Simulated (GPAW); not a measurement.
Crystal: Ba.

```xyz
1
Lattice="-2.5065 2.5065 2.5065 2.5065 -2.5065 2.5065 2.5065 2.5065 -2.5065" Properties=species:S:1:pos:R:3 pbc="T T T"
Ba    0.0000    0.0000    0.0000
```

```yaml
Program: GPAW 26.7.0
Task: relaxation of cell and atoms
Functional: r2SCAN
Potentials_or_basis: GPAW PAW data sets (gpaw-data 1.2.1)
Cutoff: 600 eV
Basis: pw
k_mesh: 7 × 7 × 7
Occupations: fermi-dirac, width 0.05 eV
Spin: no spin polarisation
```

At the start: pressure 0.4 GPa; volume 62.99 Å³/atom.

Question: How do energy, volume and symmetry change on relaxing?

Answer: Over 3 steps the energy falls by 3.6 meV/atom and the volume is 65.82 Å³/atom (+4.5 %); space group Im-3m (No. 229, to 0.05 Å).

Step by step:
```
step  energy change (eV)  largest force (eV/Å)  pressure (GPa)  volume (Å³)
   1              0.0000                0.0000            0.37        62.99
   2             -0.0009                0.0000            0.31        63.38
   3             -0.0036                0.0000            0.00        65.82
```

Final structure:
```cif
data_structure
_symmetry_space_group_name_H-M 'P 1'
_symmetry_Int_Tables_number 1
_cell_length_a 4.4055
_cell_length_b 4.4055
_cell_length_c 4.4055
_cell_angle_alpha 109.471
_cell_angle_beta 109.471
_cell_angle_gamma 109.471
_cell_volume 65.82
loop_
_atom_site_label
_atom_site_type_symbol
_atom_site_fract_x
_atom_site_fract_y
_atom_site_fract_z
_atom_site_occupancy
Ba1 Ba 0.00000 0.00000 0.00000 1
```

Caveat: later steps reuse the first step's grids; the PAW data sets were made with another functional, which shifts forces and pressure a little.
